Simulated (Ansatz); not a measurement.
## All-electron card of Au

```
Au
1.0
     2.74784    0.00000    0.00000
     0.00000    2.74784    0.00000
     0.00000    0.00000    2.74784
Au
1
Cartesian
  0.0000 0.0000 0.0000
```

Conventional cell: a = 2.748 Å, b = 2.748 Å, c = 2.748 Å, α = 90.00°, β = 90.00°, γ = 90.00°. Au (atom 1) has 6 Au at 2.75 Å as nearest neighbours.

The cell was built from the sc type and relaxed in the same program, and has space group Pm-3m; it needn't be a known or the stable phase.

Spin–orbit coupling is left out, though it moves levels of the heavy atoms by tenths of an eV or more.

The calculation used DFT, PBE, all-electron LAPW, scalar-relativistic (Ansatz 0.2.0).

The runs use a Γ-centred 12×12×12 k mesh, Fermi–Dirac smearing of 0.08 eV, basis error target 0.25 meV/atom, no spin polarisation.

- Band gap: none: with an odd electron count and no spin polarisation the bands can't all be full, a metal in this set-up (spin order or a larger cell could open a gap)
- Density of states at the Fermi level (0.2 eV bin): 0.28 states/eV per cell
- Volume per atom: 20.75 Å³
- Pressure at this cell: 0.00 GPa
